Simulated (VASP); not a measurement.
The system is WC (Qusongite).

```
W C
1.0
     2.90650    0.00000    0.00000
    -1.45325    2.51710    0.00000
     0.00000    0.00000    2.83660
W C
1 1
Direct
  0.00000 0.00000 0.00000
  0.66667 0.33333 0.50000
```

Base run:

```yaml
Program: VASP 6.6.1
Functional: rSCAN
Potentials_or_basis: VASP PAW PBE potentials, release 64 (W_sv, C)
Cutoff: 520 eV
k_mesh: 10 × 10 × 9
Occupations: fermi-dirac, width 0.05 eV
Spin: no spin polarisation
```

Its results: pressure 2.0 GPa.

Q: The run is repeated on the same cell with these changes: functional from rSCAN to r2SCAN; further incar settings from ALGO = Normal; EDIFF = 1e-06 to ALGO = Normal; EDIFF = 1e-06; NBANDS = 16. What comes out?

A: Pressure 3.3 GPa.

Caveats: the PAW data sets were made with another functional, which shifts forces and pressure a little.
